**Question**

The table gives the energy and pressure of zincblende CdSe, computed with the PBE functional, while the whole crystal is squeezed or stretched. The volume is given per atom. "Energy over elements" is the energy per atom relative to cadmium and selenium in their standard forms, and a positive pressure means that the cell must be held in compression.

Zincblende CdSe at fixed atomic positions, computed with Ansatz 0.2.0 using scalar-relativistic PBE and PAW, without spin polarization or a dispersion correction. The plane-wave cutoff is 420 eV, the k mesh 10×10×10 and the Gaussian smearing 0.05 eV. Energies are taken at zero smearing, relative to the standard elements in the same functional; pressure is positive in compression.

| volume (Å³/atom) | shortest distance (Å) | energy over elements (eV/atom) | pressure (GPa) |
| --- | --- | --- | --- |
| 24.814 | 2.526 | ? | ? |
| 26.008 | 2.566 | ? | ? |
| 26.041 | 2.567 | -0.550 | 8.090 |
| 26.057 | 2.567 | -0.551 | 8.040 |
| 26.363 | 2.577 | -0.566 | 7.130 |
| 28.942 | 2.659 | -0.630 | 1.290 |
| 29.590 | 2.679 | -0.633 | 0.220 |
| 30.918 | 2.718 | -0.627 | -1.600 |
| 33.096 | 2.780 | -0.589 | -3.730 |
| 33.504 | 2.792 | -0.579 | -4.040 |

Predict both results for the cells at 24.814 and 26.008 Å³/atom, with error bars. Say also how far you would trust a straight line through the nearest pressures for the smaller cell, and why.

**Model answer**

The pressure is the slope of the energy curve with its sign reversed, P = −dE/dV, where E is the energy and V the volume per atom. Among the known rows the energy is lowest at 29.590 Å³/atom, and the pressure changes sign just above that volume. The two columns therefore describe one curve, and a forecast of the pressure also yields the energy.

That curve bends. Between 26.041 and 26.363 Å³/atom the pressure falls by about 3.0 GPa for each added Å³/atom, but between the two largest cells by only about 0.76 GPa. The crystal is much stiffer when compressed than when stretched. A straight line drawn through the first of these pairs gives 11.7 GPa at 24.814 Å³/atom, and this must be too low if the stiffening continues. The row at 26.057 is passed over here because it lies so close to 26.041 that rounding would blur the slope.

Standard bonding physics gives a reason to expect that it does. As the Cd–Se bonds shorten, filled electron shells overlap more, and the Pauli principle raises the kinetic energy of their electrons. This repulsion grows faster than the attraction that holds the crystal together, so each further step inward is expected to raise the pressure by more than the last. With a constant stiffness, equal steps in volume would raise it by equal amounts. The table shows the resulting stiffening, though it doesn't separate repulsion from attraction.

A simple model with this bend writes the energy as a cubic polynomial in V^(−2/3), the third-order Birch–Murnaghan form. In zincblende under uniform strain, V^(−2/3) is proportional to the inverse square of the bond length, so the polynomial holds the inverse second, fourth and sixth powers of that length. The highest power changes fastest as the bonds shorten. Taking −dE/dV leaves three terms:

P = A·y⁵ + B·y⁷ + C·y⁹, with y = (29.590/V)^(1/3)

Here y is the bond length at 29.590 Å³/atom divided by the bond length at V. A least-squares fit to the eight known pressures gives A = −33.58, B = −0.42 and C = 34.22 GPa. The coefficients can partly replace one another, so they get no separate meaning; only the sum of the three terms, the pressure, has one.

For the smaller cell, y = (29.590/24.814)^(1/3) = 1.0604. The three terms are then −45.03, −0.63 and +58.03 GPa, which add up to about 12.4 GPa. Another common form, Murnaghan's, lets the bulk modulus (the resistance to uniform compression) grow linearly with pressure. Fitted to the same rows, it gives about 0.15 GPa more, and this difference suggests an error bar of 0.2 GPa.

The energy follows from the work of compression. From 26.041 to 24.814 Å³/atom the mean pressure is roughly (8.09 + 12.36)/2 = 10.2 GPa, and the volume shrinks by 1.227 Å³/atom. Their product, divided by 160.2 GPa·Å³ per eV, is 0.078 eV/atom, which lifts the energy from −0.550 to about −0.472 eV/atom. Integrating the curved pressure instead, with its one free constant set by the average of the known energies, gives −0.473 eV/atom.

The cell at 26.008 Å³/atom lies only 0.033 Å³/atom below a known one. At 3 GPa per Å³/atom its pressure should be 0.1 GPa higher, and its energy should hardly change. The forecasts are:

- 24.814 Å³/atom: 12.4 ± 0.2 GPa and −0.473 ± 0.002 eV/atom, clearly less bound than any known row.
- 26.008 Å³/atom: 8.19 ± 0.03 GPa and −0.549 ± 0.001 eV/atom, barely different from the row at 26.041.

These ranges are judgements, not statistical confidence limits. They assume that the crystal keeps its structure and its kind of electronic state. The first is imposed, since every cell is built as undistorted zincblende. The known rows support the second: on the sampled k points the band gap widens from 0.25 eV in the largest cell to 0.76 eV at 26.041 Å³/atom.

**Computed results**

The withheld rows as computed:

| volume (Å³/atom) | shortest distance (Å) | energy over elements (eV/atom) | pressure (GPa) |
| --- | --- | --- | --- |
| 24.814 | 2.526 | -0.473 | 12.350 |
| 26.008 | 2.566 | -0.549 | 8.190 |

**Remarks on the reasoning**

All four values fall inside their ranges. For the smaller cell the fitted curve gives 12.36 GPa against a computed 12.35 GPa, while the straight line is 0.6 GPa too low. The stiffening did continue, and the known rows had already fixed its rate well. The pressure at 26.008 Å³/atom and both energies agree with the forecasts to the last printed digit.

The two cells do not test the model equally. The one at 26.008 Å³/atom has a close neighbour in the table, so almost any smooth curve would have found it. The smaller cell is the real test, although its bonds are only 1.6% shorter than the shortest known ones. That modest step helps to explain why three terms were enough.

The error bar of 0.2 GPa proved generous for the Birch–Murnaghan form, but not for the choice between forms. Murnaghan's form overshoots the computed pressure by 0.16 GPa. It lets the bulk modulus rise by the same amount for every added GPa, and the overshoot suggests that in the computed crystal this rise slackens under strong compression. The known rows had hinted at this, since Murnaghan's form fitted them less closely.

The energy forecasts are not a second, independent success. They come from the pressure curve plus one constant, so they test whether the computed stresses and energies belong together. They do: the integrated curve reproduces every known energy to within 0.0005 eV/atom. A student who fitted only the energies would have had to find the slope from rounded numbers, whereas the pressure column gives it directly.

An engineer should not read these pressures as a forecast for a real sample. PBE usually makes such lattices somewhat too large, and its pressure at a given volume then tends to be too high. More seriously, real CdSe is known to change to the rocksalt structure at a pressure of a few GPa. The cells at 7 GPa and above therefore probably describe a crystal that stays in zincblende only because the calculation fixes the atomic arrangement.

The smooth curve gives no sign of that change, because each point on it keeps the same atomic arrangement. At what pressure would PBE itself prefer rocksalt? To answer that, one needs the same curve for rocksalt CdSe and a comparison of E + PV at equal pressure.
